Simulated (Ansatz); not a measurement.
Runs of Ansatz 0.2.0 on Al2O3. It takes space group P-3m1 (No. 164, trigonal). The conventional cell has a = 3.017 Å, b = 3.017 Å, c = 7.575 Å, α = 90.00°, β = 90.00°, γ = 120.00°. Al (site symmetry 3m) is surrounded by 4 O at 1.68 to 1.84 Å. Around O (site symmetry -3m) lie 2 Al at 1.68 Å. O (site symmetry 3m) has 3 Al at 1.84 Å as nearest neighbours. Measurements of this composition are mostly on another form, of space group No. 167.

```tsv
task	level	cell	cutoff (eV)	smearing	gap on the mesh (eV)	pressure (GPa)	relaxed volume (Å³/atom)
relaxation of cell and atoms	PBE	relaxed	420	fermi-dirac 0.05 eV	(b)	0.0	13.27
phonons	PBE	as given	420	fixed	2.30	-	-
relaxation of cell and atoms	r2SCAN	relaxed	500	fermi-dirac 0.05 eV	(a)	0.0	11.74
relaxation of cell and atoms	LDA	relaxed	420	fermi-dirac 0.05 eV	2.50	0.0	11.18
relaxation of cell and atoms	PBEsol	relaxed	420	fermi-dirac 0.05 eV	2.40	0.0	(c)
```

Alike in all rows: potentials or basis Ansatz PAW; no spin polarisation; k mesh 10 × 10 × 4.

Question: Estimate the missing entries.

Answer: (a) 3.14; (b) 2.41; (c) 12.33.

Caveats: the plane-wave basis is chosen anew once the cell has moved, so the energies of steps on either side of that aren't comparable (some runs); the PAW data sets come from PBE, with cores solved anew for the run's functional, which leaves a small shift of forces and pressure (some runs).

A k mesh can miss the band edges.
